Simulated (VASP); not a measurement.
Here is a VASP 6.6.1 calculation.

INCAR

```
SYSTEM = HC8
PREC = Accurate
ENCUT = 520
EDIFF = 1E-6
ISMEAR = 0
SIGMA = 0.05
LREAL = .FALSE.
LASPH = .TRUE.
NELM = 100
ALGO = Fast
ISIF = 2
LWAVE = .FALSE.
LCHARG = .TRUE.
GGA = PS
IVDW = 12
LELF = .TRUE.
LVHAR = .TRUE.
NELECT = 32.0
NBANDS = 26
```

The input KPOINTS:

```
Automatic mesh
0
G
  6 6 6
  0 0 0
```

File POSCAR:

```
HC8
1.0
   -2.4450664471     -1.4116597714      3.0812418551
    2.4450664471     -1.4116597714      3.0812418551
    0.0000000000      2.8233195428      3.0812418551
C H
8 1
Direct
    0.1665065025      0.1665065025      0.1665065025
    0.6665065025      0.6665065025      0.1665065025
    0.6665065025      0.1665065025      0.6665065025
    0.1665065025      0.6665065025      0.6665065025
    0.8334934975      0.8334934975      0.8334934975
    0.3334934975      0.3334934975      0.8334934975
    0.3334934975      0.8334934975      0.3334934975
    0.8334934975      0.3334934975      0.3334934975
    1.0418268309      0.8334934975      0.6251601642
```

Potentials or basis: VASP PAW PBE potentials, release 64 (C, H).

Run with:

```sh
$ cat potpaw_PBE.64/C/POTCAR potpaw_PBE.64/H/POTCAR > POTCAR
$ mpirun -np 1 vasp_std > vasp.out
```

Question: What does it give for the largest force?

Answer: 40.537 eV/Å.

Question: Predict the band gap on the k mesh.

Answer: 0.85 eV, direct.

Question: What does it give for the dispersion energy per atom?

Answer: -0.106 eV.

Forces on the atoms (eV/Å):
```
C     0.269  -0.251   0.007
C    -1.006   0.590  -0.017
C     1.033  -0.442  -0.004
C   -39.621   8.567  -0.174
C     5.339   6.761   0.003
C    -0.254   0.790   0.025
C    -0.715  -2.372   0.001
C     0.148  -0.133  -0.010
H    34.805 -13.511   0.169
```

Caveat: the cell carries a net charge on a neutralising background, which shifts energy and pressure; the cell is charged against a uniform background, so pressure and absolute levels hang on convention; the PAW data sets were made with another functional, which shifts forces and pressure a little.
